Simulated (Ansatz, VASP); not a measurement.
**Two plane-wave programs on SnTe**

File INCAR:

```
SYSTEM = SnTe
PREC = Accurate
ENCUT = 520
EDIFF = 1E-6
ISMEAR = 0
SIGMA = 0.05
LREAL = .FALSE.
LASPH = .TRUE.
NELM = 60
ALGO = Normal
ISIF = 2
LWAVE = .FALSE.
LCHARG = .TRUE.
GGA = PS
LELF = .TRUE.
LVHAR = .TRUE.
NBANDS = 17
```

Contents of KPOINTS:

```
Automatic mesh
0
G
  8 8 8
  0 0 0
```

Contents of POSCAR:

```
SnTe
1.0
    0.0000000000      3.1015963054      3.1015963054
    3.1015963054      0.0000000000      3.1015963054
    3.1015963054      3.1015963054      0.0000000000
Sn Te
1 1
Direct
    0.5000000000      0.5000000000      0.5000000000
    0.0000000000      0.0000000000      0.0000000000
```

Input for Ansatz:

```yaml
crystal:
  lattice:
    - [0.0, 3.1015963054, 3.1015963054]
    - [3.1015963054, 0.0, 3.1015963054]
    - [3.1015963054, 3.1015963054, 0.0]
  atoms:
    - { symbol: Sn, position: [0.5, 0.5, 0.5] }
    - { symbol: Te, position: [0.0, 0.0, 0.0] }
basis:
  ecutwfc: 420
  ecutrho_ratio: 4
kpoints:
  mp_grid: { grid: [8, 8, 8] }
hamiltonian:
  xc: pbesol
scf:
  occupations: { method: gaussian, width: 0.05 }
output:
  forces: true
  stress: true
  eigenvalues: true
```

Alike in both runs: task single point; functional PBEsol; k mesh 8 × 8 × 8; occupations gaussian, width 0.05 eV; no spin polarisation.

```csv
,VASP,Ansatz
version,VASP 6.6.1,Ansatz 0.2.0
potentials or method,"VASP PAW PBE potentials, release 64 (Sn_d, Te)","scalar-relativistic, plane waves, PAW"
plane-wave cutoff (eV),520,420
valence electrons in the cell,20,30
```

```tsv
	VASP	Ansatz	Ansatz less VASP
gap on the k mesh at the Fermi level (eV)	0.29	0.29	-0.001
least direct gap on the mesh (eV)	0.29	0.29	-0.001
pressure (GPa)	2.1	2.1	0.00
```

The two sets of potentials don't hold the same shells in valence.

Caveats: the PAW data sets were made with another functional, which shifts forces and pressure a little (VASP); spin-orbit coupling is left out, which moves the levels of the heavy elements.
